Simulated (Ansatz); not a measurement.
Input of an Ansatz 0.2.0 run:

input.yaml

```yaml
crystal:
  lattice:
    - [4.1636340796, 0.0, 0.0]
    - [-2.0818170398, 3.605812885, 0.0]
    - [0.0, 0.0, 2.626466]
  atoms:
    - { symbol: Ge, position: [0.0, 0.0, 0.0] }
    - { symbol: Fe, position: [0.3333333333, 0.6666666667, 0.5], spin: 3.0 }
    - { symbol: Fe, position: [0.6666666667, 0.3333333333, 0.5], spin: 3.0 }
hamiltonian:
  xc: pbesol
  pseudopotentials: { kind: paw }
magnetization:
  spin_polarized: true
kpoints:
  mp_grid: { grid: [7, 7, 10] }
scf:
  occupations: { method: fermi_dirac, width: 0.05 }
output:
  forces: true
  stress: true
  eigenvalues: true
```

Potentials or basis: Ansatz PAW.

Launch:

```bash
$ ansatz run input.yaml --threads 2 --pin off --max-ram 5632MiB --backend cpu --events-out ev --progress --plain --runs-dir out
```

(1) Estimate the pressure.

(2) What does it give for the absolute moment?

## Answers

(1) -7.1 GPa.

(2) 5.13 μB per cell.

Caveat: the PAW data sets come from PBE, with cores solved anew for the run's functional, which leaves a small shift of forces and pressure.
